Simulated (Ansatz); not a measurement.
Crystal: Bi.

```xyz
1
Lattice="-1.9814 1.9814 1.9814 1.9814 -1.9814 1.9814 1.9814 1.9814 -1.9814" Properties=species:S:1:pos:R:3 pbc="T T T"
Bi    0.0000    0.0000    0.0000
```

This isn't the form of Bi at room conditions, which is rhombohedral.

```yaml
Program: Ansatz 0.2.0
Task: relaxation of cell and atoms
Functional: PBEsol
Dispersion: D3(BJ)
Potentials_or_basis: Ansatz PAW
Cutoff: "420 eV (not typed: the program's choice for these potentials)"
k_mesh: 9 × 9 × 9
Occupations: fermi-dirac, width 0.05 eV
Spin: no spin polarisation
```

At the start: volume 31.12 Å³/atom.

**Question.** How do energy, volume and symmetry change on relaxing?

**Answer.** It ends after 5 steps and the volume is 28.52 Å³/atom (-8.3 %); space group Im-3m (No. 229, to 0.05 Å).

Step by step:
| step | energy change (eV) | largest force (eV/Å) | volume (Å³) |
| --- | --- | --- | --- |
| 1 | 0.0000 | 0.0000 | 31.12 |
| 2 | -0.0392 | 0.0000 | 27.85 |
| 3 | -0.0422 | 0.0000 | 28.60 |
| 4 | -0.0423 | 0.0000 | 28.52 |
| 5 | -0.0417 | 0.0000 | 28.52 |

Final structure:
```
Bi
1.0
    -1.92470    1.92470    1.92470
     1.92470   -1.92470    1.92470
     1.92470    1.92470   -1.92470
Bi
1
Direct
  0.00000 0.00000 0.00000
```

Caveat: the plane-wave basis is chosen anew once the cell has moved, so the energies of steps on either side of that aren't comparable; the PAW data sets come from PBE, with cores solved anew for the run's functional, which leaves a small shift of forces and pressure.
